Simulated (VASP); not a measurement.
Set up this calculation in VASP 6.6.1, as the native input.

```
Task                   : relaxation of cell and atoms
Functional             : PBE
Dispersion             : D3(BJ)
Potentials or basis    : VASP PAW PBE potentials, release 64 (In_d, As)
Cutoff                 : 600 eV
k mesh                 : 10 × 10 × 10
Occupations            : gaussian, width 0.03 eV
Spin                   : no spin polarisation
Further INCAR settings : ALGO = Normal; EDIFF = 1e-06; IBRION = 2; EDIFFG = -0.01; NSW = 90; ISIF = 3
```

The structure of InAs lies in POSCAR:

```
InAs
1.0
    0.0000000000      3.0180000000      3.0180000000
    3.0180000000      0.0000000000      3.0180000000
    3.0180000000      3.0180000000      0.0000000000
In As
1 1
Direct
    0.0000000000      0.0000000000      0.0000000000
    0.2500000000      0.2500000000      0.2500000000
```

The input as run:

INCAR

```
SYSTEM = InAs
PREC     = Accurate       ! precision mode
ENCUT    = 600            ! plane-wave cutoff, eV
EDIFF    = 1E-6           ! SCF threshold, eV
ISMEAR   = 0              ! smearing method
SIGMA    = 0.03           ! smearing width, eV
LREAL    = .FALSE.        ! projectors in reciprocal space
LASPH    = .TRUE.         ! aspherical terms in the spheres
NELM     = 80             ! most SCF steps
ALGO     = Normal         ! electronic algorithm
ISIF     = 3              ! what is computed and relaxed
LWAVE    = .FALSE.        ! write WAVECAR
LCHARG   = .FALSE.        ! write CHGCAR
GGA      = PE             ! functional
IVDW     = 12             ! dispersion correction
IBRION   = 2              ! ionic algorithm
NSW      = 90             ! ionic steps
EDIFFG   = -0.01          ! ionic threshold
```

KPOINTS

```
regular mesh
0
G
  10 10 10
  0 0 0
```

Potentials or basis: VASP PAW PBE potentials, release 64 (In_d, As).

Run with:

```bash
$ cat potpaw_PBE.64/In_d/POTCAR potpaw_PBE.64/As/POTCAR > POTCAR
$ mpirun -np 1 vasp_std > vasp.out
```

Results of the run:

| Property | Result |
| --- | --- |
| Relaxed volume | 28.56 Å³/atom |
| Relaxed cell | a = 4.323 Å, b = 4.323 Å, c = 4.323 Å, α = 60.00°, β = 60.00°, γ = 60.00° |
| Space group after relaxing (to 0.05 Å) | F-43m (No. 216) |
| Energy gained by relaxing | 7.4 meV/atom |
| Ionic steps | 3 |
| Pressure after relaxing | 0.0 GPa |
| Band gap on the k mesh | none (metal or under the smearing width) |
| Dispersion energy per atom | -0.312 eV |

Caveat: pairwise dispersion overbinds metals, which lowers pressure and volume; this crystal is a semiconductor, whose small gap the functional closes, so the metal is an error of the method.

Run time: 76 s on 1 thread of Intel(R) Xeon(R) Platinum 8375C CPU @ 2.90GHz (Ice Lake) (shared host), peak memory 0.25 GiB.
